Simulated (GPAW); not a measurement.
The system is GaN.

```
CELL_PARAMETERS angstrom
3.18000 0.00000 0.00000
-1.59000 2.75396 0.00000
0.00000 0.00000 5.16600
ATOMIC_POSITIONS crystal
Ga 0.66667 0.33333 0.50000
Ga 0.33333 0.66667 0.00000
N 0.66667 0.33333 0.87500
N 0.33333 0.66667 0.37500
```

Program: GPAW 26.7.0. Alike in all runs: cell as given; smearing fermi-dirac 0.05 eV.

**Question.** Order these runs on this cell by their pressure, lowest first.
A. level PBEsol; potentials or basis PAW data sets generated in the run's folder for this functional, pw; spin off; k mesh 8 × 8 × 4; cutoff (eV) 800; maxiter 150; band path GMKGALHA,LM,KH; band points 100
B. level LDA; potentials or basis the program's PAW data sets (release 1.2.1) made for this functional, pw; spin off; k mesh 8 × 8 × 4; cutoff (eV) 600; maxiter 120; convergence default
C. level r4SCAN; potentials or basis GPAW PAW data sets (gpaw-data 1.2.1), pw; spin SOC, no magnetisation; k mesh 7 × 7 × 4; cutoff (eV) 800; maxiter 150; band path GMKGALHA,LM,KH; band points 80; spin axis theta (degrees) 0

**Answer.** B (-2.7 GPa), C (6.5 GPa), A (9.3 GPa).

Caveats: the cutoff is short for stress and forces, so pressures can be off by a GPa or more (some runs); spin-orbit coupling was added after a scalar SCF, so levels and gaps hold it while energy, forces, pressure and moments don't (some runs); the PAW data sets were made with another functional, which shifts forces and pressure a little (some runs).

Runs at the PBE level aren't shown here.
